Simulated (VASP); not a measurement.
# SiC in VASP: relaxation of cell and atoms with r2SCAN+rVV10

Aim: the relaxation of cell and atoms of SiC with r2SCAN+rVV10.

Program: VASP 6.6.1. These are calculated values, not measurements. Logs are shortened: lines on timing, memory, paths and dates and some standing lists are left out, and cuts for length are marked.

## 1. The sheet as given

The cell holds a sheet with vacuum, 2 atoms: a = 3.090 Å, b = 3.090 Å, c = 16.000 Å, α = 90.00°, β = 90.00°, γ = 120.00°.

The cell was built by a generator and needn't be a form met in nature.

## 2. Relaxation of cell and atoms, r2SCAN+rVV10

The input, INCAR:

```
SYSTEM = SiC
PREC = Accurate
ENCUT = 600
EDIFF = 1E-6
ISMEAR = 0
SIGMA = 0.03
LREAL = .FALSE.
LASPH = .TRUE.
NELM = 120
ALGO = Normal
ISIF = 3
LWAVE = .FALSE.
LCHARG = .FALSE.
METAGGA = R2SCAN
LMIXTAU = .TRUE.
LUSE_VDW = .TRUE.
IVDW_NL = 2
BPARAM = 11.95
CPARAM = 0.0093
IBRION = 2
NSW = 60
EDIFFG = -0.005
LATTICE_CONSTRAINTS = .TRUE. .TRUE. .FALSE.
KPAR = 4
```

The input, KPOINTS:

```
Automatic mesh
0
G
  12 12 1
  0 0 0
```

The input, POSCAR:

```
SiC
1.0
    3.0900000000      0.0000000000      0.0000000000
   -1.5450000000      2.6760185000      0.0000000000
    0.0000000000      0.0000000000     16.0000000000
Si C
1 1
Direct
    0.3333330000      0.6666670000      0.5000000000
    0.6666670000      0.3333330000      0.5000000000
```

Potentials or basis: VASP PAW PBE potentials, release 64 (Si, C).

Started as:

```
cat potpaw_PBE.64/Si/POTCAR potpaw_PBE.64/C/POTCAR > POTCAR
mpirun -np 4 vasp_std > vasp.out
```

OUTCAR:

```text
SYSTEM = SiC
   PREC = Accurate
   ENCUT = 600
   EDIFF = 1E-6
   ISMEAR = 0
   LREAL = .FALSE.
   LASPH = .TRUE.
   NELM = 120
   ISIF = 3
   METAGGA = R2SCAN
   IVDW_NL = 2
   BPARAM = 11.95
   IBRION = 2
   NSW = 60
   EDIFFG = -0.005

 ion  position               nearest neighbor table
   1  0.333  0.667  0.500-   2 1.78   2 1.78   2 1.78
   2  0.667  0.333  0.500-   1 1.78   1 1.78   1 1.78

  LATTYP: Found a hexagonal cell.
 ALAT       =     3.0900000000
 C/A-ratio  =     5.1779935275

  Lattice vectors:

 A1 = (   3.0900000000,   0.0000000000,   0.0000000000)
 A2 = (  -1.5450000000,   2.6760185000,   0.0000000000)
 A3 = (   0.0000000000,   0.0000000000,  16.0000000000)

Analysis of symmetry for initial positions (statically):
=====================================================================
 Subroutine PRICEL returns:
 Original cell was already a primitive cell.

 Routine SETGRP: Setting up the symmetry group for a
 hexagonal supercell.

 Subroutine GETGRP returns: Found 12 space group operations
 (whereof 12 operations were pure point group operations)
 out of a pool of 24 trial point group operations.

The static configuration has the point symmetry D_3h.

Analysis of symmetry for dynamics (positions and initial velocities):
=====================================================================
 Subroutine PRICEL returns:
 Original cell was already a primitive cell.

 Routine SETGRP: Setting up the symmetry group for a
 hexagonal supercell.

 Subroutine GETGRP returns: Found 12 space group operations
 (whereof 12 operations were pure point group operations)
 out of a pool of 24 trial point group operations.

The dynamic configuration has the point symmetry D_3h.

 Subroutine INISYM returns: Found 12 space group operations
 (whereof 12 operations are pure point group operations),
 and found     1 'primitive' translations

----------------------------------------------------------------------------------------

                                     Primitive cell

  volume of cell :     132.3024

  direct lattice vectors                    reciprocal lattice vectors
     3.090000000  0.000000000  0.000000000     0.323624595  0.186844747  0.000000000
    -1.545000000  2.676018500  0.000000000     0.000000000  0.373689494  0.000000000
     0.000000000  0.000000000 16.000000000     0.000000000  0.000000000  0.062500000

  length of vectors
     3.090000000  3.090000002 16.000000000     0.373689495  0.373689494  0.062500000

  position of ions in fractional coordinates (direct lattice)
     0.333333000  0.666667000  0.500000000
     0.666667000  0.333333000  0.500000000

  ion indices of the primitive-cell ions
   primitive index   ion index
                 1           1
                 2           2

----------------------------------------------------------------------------------------

 KPOINTS: Automatic mesh

Automatic generation of k-mesh.
 Grid dimensions read from file:
 generate k-points for:   12   12    1

 Generating k-lattice:

  Cartesian coordinates                     Fractional coordinates (reciprocal lattice)
     0.026968716  0.015570396  0.000000000     0.083333333  0.000000000  0.000000000
     0.000000000  0.031140791  0.000000000     0.000000000  0.083333333  0.000000000
     0.000000000  0.000000000  0.062500000     0.000000000  0.000000000  1.000000000

  Length of vectors
     0.031140791  0.031140791  0.062500000

  Shift w.r.t. Gamma in fractional coordinates (k-lattice)
     0.000000000  0.000000000  0.000000000

 Subroutine IBZKPT returns following result:
 ===========================================

 Found     19 irreducible k-points:

 Following reciprocal coordinates:
            Coordinates               Weight
  0.000000  0.000000  0.000000      1.000000
  0.083333  0.000000  0.000000      6.000000
  0.166667  0.000000  0.000000      6.000000
  0.250000  0.000000  0.000000      6.000000
  0.333333 -0.000000  0.000000      6.000000
  0.416667  0.000000  0.000000      6.000000
[... 11 lines left out ...]
  0.333333  0.250000  0.000000     12.000000
  0.333333  0.333333  0.000000      2.000000
   k-points           NKPTS =     19   k-points in BZ     NKDIM =     19   number of bands    NBANDS=      8
   number of dos      NEDOS =    301   number of ions     NIONS =      2
   total plane-waves  NPLWV = 100352
   dimension x,y,z NGX =    28 NGY =   28 NGZ =  128
   dimension x,y,z NGXF=    56 NGYF=   56 NGZF=  256
   ions per type =               1   1
   NGX,Y,Z   is equivalent  to a cutoff of  15.06, 15.06, 13.30 a.u.
   NGXF,Y,Z  is equivalent  to a cutoff of  30.13, 30.13, 26.60 a.u.
 SYSTEM =  SiC
   PREC   = accura    normal or accurate (medium, high low for compatibility)
   ISTART =      0    job   : 0-new  1-cont  2-samecut
   ICHARG =      2    charge: 1-file 2-atom 10-const
   ISPIN  =      1    spin polarized calculation?
   LNONCOLLINEAR =      F non collinear calculations
   LSORBIT =      F    spin-orbit coupling
   LASPH  =      T    aspherical Exc in radial PAW
   ENCUT  =  600.0 eV  44.10 Ry    6.64 a.u.   6.17  6.17 31.96*2*pi/ulx,y,z
   NELM   =    120;   NELMIN=  2; NELMDL= -5     # of ELM steps
   EDIFF  = 0.1E-05   stopping-criterion for ELM
   LREAL  =      F    real-space projection
   EDIFFG = -.5E-02   stopping-criterion for IOM
   NSW    =     60    number of steps for IOM
   IBRION =      2    ionic relax: 0-MD 1-quasi-New 2-CG
   NFREE  =      1    steps in history (QN), initial steepest desc. (CG)
   ISIF   =      3    stress and relaxation
   ISYM   =      2    0-nonsym 1-usesym 2-fastsym
   POTIM  = 0.5000    time-step for ionic-motion
   TEBEG  =    0.0;   TEEND  =   0.0 temperature during run
   PSTRESS=    0.0 pullay stress
   NELECT =       8.0000    total number of electrons
   NUPDOWN=      -1.0000    fix difference up-down
   EMIN   =  10.00;   EMAX   =-10.00  energy-range for DOS
   EFERMI =   0.00;   METHOD = LEGACY
   ISMEAR =     0;   SIGMA  =   0.03  broadening in eV -4-tet -1-fermi 0-gaus
   EFERMI_NEDOS =   21; number of points for ismear=-14 and -15
   IALGO  =     38    algorithm
   IMIX   =      4    mixing-type and parameters
     AMIX     =   0.40;   BMIX     =  1.00
     AMIX_MAG =   1.60;   BMIX_MAG =  1.00
  volume/ion in A,a.u.               =      66.15       446.41
  Fermi-wavevector in a.u.,A,eV,Ry     =   0.642563  1.214268  5.617669  0.412887
  Thomas-Fermi vector in A             =   1.709274
   LORBIT       =      0    0 simple, 1 ext, 2 COOP (PROOUT), +10 PAW based schemes
   METAGGA = R2SCAN    functional components
   LHFCALC =     F    Hartree Fock is set to
   AEXX    =    0.0000 exact exchange contribution
   IVDW_NL    =     2    kernel type
   BPARAM     =11.9500
   IVDW    =     0    specifies the selected vdW correction
   LEPSILON=     F    determine dielectric tensor
   LRPA    =     F    only Hartree local field effects (RPA)
 conjugate gradient relaxation of ions
 non-spin polarized calculation
 Gauss-broadening in eV      SIGMA  =   0.03
  energy-cutoff  :      600.00
  volume of cell :      132.30
 maximum number of plane-waves:      4436
 NGX is ok and might be reduce to    28
   NGX = 13   NGY = 13   NGZ = 63

--------------------------------------- Ionic step        1  -------------------------------------------

 number of electron       8.0000000 magnetization

 Free energy of the ion-electron system (eV)
  ---------------------------------------------------
  ext. energy  EPLUGINS =         0.00000000
  ---------------------------------------------------
  free energy    TOTEN  =       -17.92358562 eV

  energy without entropy =      -17.92358562  energy(sigma->0) =      -17.92358562

------------------------ aborting loop because EDIFF is reached ----------------------------------------

  FORCE on cell =-STRESS in cart. coord.  units (eV):
  Direction    XX          YY          ZZ          XY          YZ          ZX
  --------------------------------------------------------------------------------------
  -------------------------------------------------------------------------------------
  Total       -0.5696821     -0.5696821     -0.0096997      0.0000000      0.0000000      0.0000000
  in kB       -6.8988327     -6.8988327     -0.1174627      0.0000000      0.0000000      0.0000000
  external PRESSURE =      -4.6383760 kB  Pullay stress =       0.0000000 kB

 VOLUME and BASIS-vectors are now :
 -----------------------------------------------------------------------------
  energy-cutoff  :      600.00
  volume of cell :      132.30
      direct lattice vectors                 reciprocal lattice vectors
     3.090000000  0.000000000  0.000000000     0.323624595  0.186844747  0.000000000
    -1.545000000  2.676018500  0.000000000     0.000000000  0.373689494  0.000000000
     0.000000000  0.000000000 16.000000000     0.000000000  0.000000000  0.062500000
[... 73 lines left out ...]
 POSITION                                       TOTAL-FORCE (eV/Angst)
 -----------------------------------------------------------------------------------
     -0.00000      1.77533      8.00000        -0.000000      0.000000      0.000000
      1.53748      0.88766      8.00000         0.000000      0.000000      0.000000
 -----------------------------------------------------------------------------------
    total drift:                               -0.000575      0.000332      0.000000

  FREE ENERGIE OF THE ION-ELECTRON SYSTEM (eV)
  ---------------------------------------------------
  free  energy   TOTEN  =       -17.9269620648 eV

  energy  without entropy=      -17.9269620648  energy(sigma->0) =      -17.92696206

--------------------------------------- Ionic step        4  -------------------------------------------

 number of electron       8.0000000 magnetization

 Free energy of the ion-electron system (eV)
  ---------------------------------------------------
  ext. energy  EPLUGINS =         0.00000000
  ---------------------------------------------------
  free energy    TOTEN  =       -17.92696715 eV

  energy without entropy =      -17.92696715  energy(sigma->0) =      -17.92696715

 E-fermi :  -2.9362     XC(G=0):  -2.7102

 val. band max:       -3.1070543284   @ k =   0.3333   0.3333   0.0000
 cond. band min:      -0.2505300643   @ k =   0.5000   0.0000   0.0000
 fundamental gap:      2.8565242641
 Fermi energy:        -2.9362226555

 k-point     1 :       0.0000    0.0000    0.0000
  band No.  band energies     occupation
      1     -17.6257      2.00000
      2      -7.1199      2.00000
      3      -4.4738      2.00000
      4      -4.4737      2.00000
      5       0.3243      0.00000
      6       2.1010      0.00000
      7       2.3461      0.00000
      8       3.7570      0.00000

 k-point     2 :       0.0833    0.0000    0.0000
  band No.  band energies     occupation
      1     -17.5052      2.00000
      2      -6.9915      2.00000
      3      -4.9911      2.00000
      4      -4.6156      2.00000
      5       0.5161      0.00000
      6       2.2339      0.00000
      7       2.5016      0.00000
      8       3.9217      0.00000
[... 207 lines left out ...]
 POSITION                                       TOTAL-FORCE (eV/Angst)
 -----------------------------------------------------------------------------------
     -0.00000      1.77574      8.00000         0.000000      0.000000      0.000000
      1.53784      0.88787      8.00000        -0.000000     -0.000000      0.000000
 -----------------------------------------------------------------------------------
    total drift:                               -0.000575      0.000332      0.000000

  FREE ENERGIE OF THE ION-ELECTRON SYSTEM (eV)
  ---------------------------------------------------
  free  energy   TOTEN  =       -17.9269671462 eV

  energy  without entropy=      -17.9269671462  energy(sigma->0) =      -17.92696715

 reached required accuracy - stopping structural energy minimisation
```

It took 11 min on 4 MPI ranks of Intel Xeon 6975P-C (Granite Rapids), shared host; peak memory 0.7 GiB.

Results:

| Quantity | Value |
| --- | --- |
| Free energy | -17.9270 eV |
| Relaxed volume | 65.54 Å³/atom |
| Relaxed cell | a = 3.076 Å, b = 3.076 Å, c = 16.000 Å, α = 90.00°, β = 90.00°, γ = 120.00° |
| Space group after relaxing (to 0.05 Å) | P-6m2 (No. 187) |
| Energy gained by relaxing | 1.7 meV/atom |
| Ionic steps | 4 |
| Band gap on the k mesh | 2.86 eV, indirect (least direct gap 2.91 eV) |

Step by step:
```
step  energy change (eV)  largest force (eV/Å)  pressure (GPa)  volume (Å³)
   1              0.0000                0.0000           -0.46       132.30
   2              0.0075                0.0000            0.98       128.69
   3             -0.0034                0.0000            0.01       131.02
   4             -0.0034                0.0000           -0.01       131.08
```

Final structure:
```
CELL_PARAMETERS angstrom
3.07567 0.00000 0.00000
-1.53783 2.66361 0.00000
0.00000 0.00000 16.00000
ATOMIC_POSITIONS crystal
Si 0.33333 0.66667 0.50000
C 0.66667 0.33333 0.50000
```

Caveat: the PAW data sets were made with another functional, which shifts forces and pressure a little.
